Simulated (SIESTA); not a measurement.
**HgSe under changes of volume**

One of the cells (28.067 Å³/atom); the others are scaled copies at fixed shape and fractional positions:

```
CELL_PARAMETERS angstrom
0.00000 3.03900 3.03900
3.03900 0.00000 3.03900
3.03900 3.03900 0.00000
ATOMIC_POSITIONS crystal
Hg 0.00000 0.00000 0.00000
Se 0.75000 0.75000 0.75000
```

```yaml
Program: SIESTA 5.4.2
Functional: PBE
Potentials_or_basis: PseudoDojo 0.4 standard (PBE files)
Basis: DZP (energy shift 0.002 Ry)
Grid_cutoff: 800 Ry
Energy_shift: 0.002 Ry
k_mesh: 8 × 8 × 8
Occupations: fermi-dirac, width 0.05 eV
Spin: no spin polarisation
```

```csv
volume (Å³/atom),energy over the lowest point (meV/atom),pressure (GPa)
26.383,140.48,11.5
26.944,103.54,9.7
27.505,?,?
28.067,47.53,6.5
28.628,27.65,5.1
29.189,11.75,3.9
29.751,0.00,2.8
```

Problem. What does the run at 27.505 Å³/atom give?

Solution. Energy over the lowest point 72.68 meV/atom; pressure 7.9 GPa.

Worked out: A Birch-Murnaghan fit of order 3 (a polynomial in V^(-2/3)) to the other rows has no minimum within the range. It gives 72.79 meV/atom at 27.505 Å³/atom, against the run's 72.68, and -dE/dV = 7.9 GPa, against 7.9.

Energies are extrapolated to zero smearing.

Caveats: semicore shells carry a single zeta, which can move pressures by several GPa and volumes by a few percent; the basis of atomic orbitals isn't converged, which shifts pressures, moduli and gaps.
